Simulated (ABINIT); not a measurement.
# Ge (P6_3/mmc) in ABINIT: notebook, part 2 of 2

ABINIT 10.8.3 (patched build).

**5. Single point, PBE**

Input file run.abi:

```
# Pseudopotentials
pp_dirpath "./"
pseudos "Ge.upf"

# Structure
acell 3*1.0 Angstrom
rprim
     3.9975858431     0.0000000000     0.0000000000
    -1.9987929216     3.4620108940     0.0000000000
     0.0000000000     0.0000000000     6.5993779500
ntypat 1
znucl 32
natom 4
typat 1 1 1 1
xred
     0.3333333333     0.6666666667     0.9370987500
     0.6666666667     0.3333333333     0.4370987500
     0.3333333333     0.6666666667     0.5629012500
     0.6666666667     0.3333333333     0.0629012500

# Plane-wave basis
ecut 40.0

# k points
kptopt 1
ngkpt 8 8 4
nshiftk 1
shiftk 0.0 0.0 0.0

# Exchange and correlation
ixc 11

# Bands and occupations
nband 34
occopt 3
tsmear 0.05 eV

# SCF cycle
nstep 100
tolvrs 1.0e-10

# Output
iomode 3
prtwf 0
prteig 0
prtebands 0
enunit 2
prtden 1
prtvha 1
prtvclmb 1
prtpot 1
prtelf 1
```

Potentials or basis: Ansatz NC PBE.

The run is started by

```console
> abinit run.abi > log 2>&1
```

run.abo:

```text
[... set-up lines left out ...]
 ETOT  1  -353.10103548251    -3.531E+02 7.527E-01 4.108E+02
 ETOT  2  -357.16679992723    -4.066E+00 3.092E-02 6.030E+02
 ETOT  3  -357.25889569161    -9.210E-02 2.463E-02 1.330E+02
 ETOT  4  -357.26516174132    -6.266E-03 3.156E-02 9.659E+01
 ETOT  5  -357.28144903750    -1.629E-02 5.205E-03 2.947E-01
 ETOT  6  -357.28149004991    -4.101E-05 3.755E-04 5.886E-02
 ETOT  7  -357.28149930714    -9.257E-06 3.553E-04 1.358E-03
 ETOT  8  -357.28149953194    -2.248E-07 4.339E-05 7.406E-06
 ETOT  9  -357.28149953269    -7.464E-10 1.111E-04 4.392E-07
 ETOT 10  -357.28149953270    -1.364E-11 9.705E-05 6.470E-09
 ETOT 11  -357.28149953270     2.956E-12 2.004E-04 3.495E-10
 ETOT 12  -357.28149953271    -1.666E-11 1.615E-04 2.748E-12

 At SCF step   12       vres2   =  2.75E-12 < tolvrs=  1.00E-10 =>converged.

 Compute ELF
--------------------------------------------------------------------------------

 Compute kinetic energy density

 Compute gradient of the electron density
 Electron Localization Function (ELF) [min:0;max:1]
)     Maximum=    7.8172E-01  at reduced coord.    0.3333    0.6667    0.7500
)     Minimum=    1.6905E-08  at reduced coord.    0.6667    0.3333    0.0694
   Integrated=    1.8631E+02

--------------------------------------------------------------------------------
 End of ELF section

 Cartesian components of stress tensor (hartree/bohr^3)
  sigma(1 1)= -1.05134121E-04  sigma(3 2)=  0.00000000E+00
  sigma(2 2)= -1.05134122E-04  sigma(3 1)=  0.00000000E+00
[... 108 lines left out ...]
hartree             :  1.11318050429023E+02
xc                  : -8.73111225470223E+01
Ewald energy        : -1.96672286967369E+02
psp_core            :  7.46495213603742E+00
local_psp           : -3.21882315246222E+02
non_local_psp       : -1.38355941074052E+02
internal            : -3.57281454932988E+02
'-kT*entropy'       : -4.45997256932584E-05
total_energy        : -3.57281499532713E+02
total_energy_eV     : -9.72212488232795E+03
band_energy         : -2.76977594755420E+01
...

 Cartesian components of stress tensor (hartree/bohr^3)
  sigma(1 1)= -1.05134121E-04  sigma(3 2)=  0.00000000E+00
  sigma(2 2)= -1.05134122E-04  sigma(3 1)=  0.00000000E+00
  sigma(3 3)= -9.58982334E-05  sigma(2 1)=  1.73403148E-13

-Cartesian components of stress tensor (GPa)         [Pressure=  3.0026E+00 GPa]
- sigma(1 1)= -3.09315263E+00  sigma(3 2)=  0.00000000E+00
- sigma(2 2)= -3.09315265E+00  sigma(3 1)=  0.00000000E+00
- sigma(3 3)= -2.82142344E+00  sigma(2 1)=  5.10169675E-09

== END DATASET(S) ==============================================================
================================================================================

 -outvars: echo values of variables after computation  --------
            acell      1.8897261259E+00  1.8897261259E+00  1.8897261259E+00 Bohr
           etotal     -3.5728149953E+02
            fcart      3.5643674560E-28  2.0578885102E-28 -2.9032349699E-04
                      -7.8416084032E-28 -7.8199763388E-28 -2.9032349699E-04
                       6.4158614208E-28  4.1157770213E-29  2.9032349699E-04
                      -2.1386204736E-28  5.3505101264E-28  2.9032349699E-04
            rprim      3.9975858431E+00  0.0000000000E+00  0.0000000000E+00
                      -1.9987929216E+00  3.4620108940E+00  0.0000000000E+00
                       0.0000000000E+00  0.0000000000E+00  6.5993779500E+00
           strten     -1.0513412108E-04 -1.0513412154E-04 -9.5898233372E-05
                       0.0000000000E+00  0.0000000000E+00  1.7340314810E-13
           xangst     -3.3333577440E-11  2.3080072627E+00  6.1842688277E+00
                       1.9987929215E+00  1.1540036313E+00  2.8845798527E+00
                      -3.3333577440E-11  2.3080072627E+00  3.7147980973E+00
                       1.9987929215E+00  1.1540036313E+00  4.1510912228E-01
             xred      3.3333333333E-01  6.6666666667E-01  9.3709875000E-01
                       6.6666666667E-01  3.3333333333E-01  4.3709875000E-01
                       3.3333333333E-01  6.6666666667E-01  5.6290125000E-01
                       6.6666666667E-01  3.3333333333E-01  6.2901250000E-02
 Calculation completed.
```

Wall time 5.2 min (1 thread of Arm Neoverse V1, shared host); peak memory 0.2 GiB.

Results:

```yaml
Free_energy: -9722.1249 eV
Pressure: 3.0 GPa
Largest_force: 0.015 eV/Å
Band_gap_on_the_k_mesh: 0.13 eV, direct
Valence_electrons_inside_the_program's_atomic_spheres: Ge 11.56 (radii [1.0584] Å)
```

Forces on the atoms (eV/Å):
```
Ge   0.000  0.000 -0.015
Ge   0.000  0.000 -0.015
Ge   0.000  0.000  0.015
Ge   0.000  0.000  0.015
```

Levels at points of the mesh, in eV from the valence-band top:
```
           k point  band 24  band 25  band 26  band 27  band 28  band 29  band 30  band 31  band 32  band 33
(0.00, 0.00, 0.00)    -1.47    -1.47    -0.15    -0.07     0.00     0.13     0.13     2.28     2.28     2.76
(0.50, 0.00, 0.00)    -6.74    -4.56    -3.05    -2.79    -1.43     0.55     1.66     3.58     3.72     4.33
(0.00, 0.00, 0.50)    -4.80    -0.84    -0.84    -0.84    -0.84     0.70     0.70     3.38     3.38     3.38
(0.50, 0.00, 0.50)    -7.85    -2.53    -2.53    -2.40    -2.40     0.55     0.55     2.13     2.13     6.11
```

A k mesh can miss the band edges. As with any semilocal functional, this PBE gap is likely too small.

**6. Single point, PBE**

Edit run.abi of step 5 so:

```diff
@@ -2,3 +2,3 @@
 pp_dirpath "./"
-pseudos "Ge.upf"
+pseudos "32_Ge_14_2.2_2.3_pbe_n_v1.0.psp8"
 
@@ -21,3 +21,3 @@
 # Plane-wave basis
-ecut 40.0
+ecut 26.0
```

Potentials or basis: SPMS NC PBE v1.0.

The run is started by

```console
> abinit run.abi > log 2>&1
```

It took 2.4 min on 1 thread of Arm Neoverse V1, shared host; peak memory 0.13 GiB.

The run converged. Its results:

```
Free energy                                           : -8758.9012 eV
Pressure                                              : 3.0 GPa
Largest force                                         : 0.015 eV/Å
Band gap on the k mesh                                : 0.14 eV, direct
Valence electrons inside the program's atomic spheres : Ge 11.55 (radii [1.0584] Å)
```

Forces on the atoms (eV/Å):
```
Ge   0.000  0.000 -0.015
Ge   0.000  0.000 -0.015
Ge   0.000  0.000  0.015
Ge   0.000  0.000  0.015
```

Stress tensor (GPa, compression positive):
```
3.12 0.00 0.00
0.00 3.12 0.00
0.00 0.00 2.86
```

Levels at points of the mesh, in eV from the valence-band top:
```
           k point  band 26  band 27  band 28  band 29  band 30  band 31
(0.00, 0.00, 0.00)    -0.14    -0.06     0.00     0.14     0.14     2.29
(0.50, 0.00, 0.00)    -3.04    -2.78    -1.42     0.56     1.67     3.59
(0.00, 0.00, 0.50)    -0.84    -0.84    -0.84     0.70     0.70     3.39
(0.50, 0.00, 0.50)    -2.52    -2.39    -2.39     0.55     0.55     2.14
```

A k mesh can miss the band edges.

**7. Overview**

| potentials or basis | cutoff (eV) | gap on the mesh (eV) | pressure (GPa) | largest force (eV/Å) |
| --- | --- | --- | --- | --- |
| PseudoDojo NC SR PBE v0.4.1 standard | 1088 | 0.13 | 3.1 | 0.02 |
| PseudoDojo NC SR PBE v0.5 standard | 1061 | 0.13 | 3.0 | 0.02 |
| SG15 NC PBE v1.2 | 599 | 0.11 | 3.2 | 0.04 |
| Ansatz NC PBE | 1088 | 0.13 | 3.0 | 0.01 |
| SPMS NC PBE v1.0 | 707 | 0.14 | 3.0 | 0.02 |

Alike in all rows: task single point; level PBE; no spin polarisation; cell as given; k mesh 8 × 8 × 4; smearing fermi-dirac 0.05 eV.

Total energies depend on the potentials used, so only differences within one code and one set of settings carry meaning.
